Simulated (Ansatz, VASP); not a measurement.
# WC (Qusongite) in VASP and in Ansatz

```
W C
1.0
     2.93211    0.00000    0.00000
    -1.46605    2.53928    0.00000
     0.00000    0.00000    2.86159
W C
1 1
Direct
  0.00000 0.00000 0.00000
  0.66667 0.33333 0.50000
```

Alike in both runs: task single point; functional PBE; k mesh 11 × 11 × 9; no spin polarisation.

|  | VASP | Ansatz |
| --- | --- | --- |
| version | VASP 6.6.1 | Ansatz 0.2.0 |
| potentials or method | VASP PAW PBE potentials, release 64 (W_sv, C) | plane waves, PAW |
| plane-wave cutoff (eV) | 520 | 500 |
| occupations | methfessel-paxton of order 1, width 0.1 eV | cold, width 0.1 eV |
| valence electrons in the cell | 18 | 18 |

Ansatz gave:

| Item | Value |
| --- | --- |
| pressure (GPa) | -4.6 |
| largest component of the traceless stress (GPa) | 1.64 |

**Question.** What did VASP give for the same quantities?

**Answer.** Pressure (GPa): -3.6; largest component of the traceless stress (GPa): 1.39.

Ansatz warned: «stress_scf_threshold_loose».

The runs have no spin-orbit coupling, so splittings on W are missing.
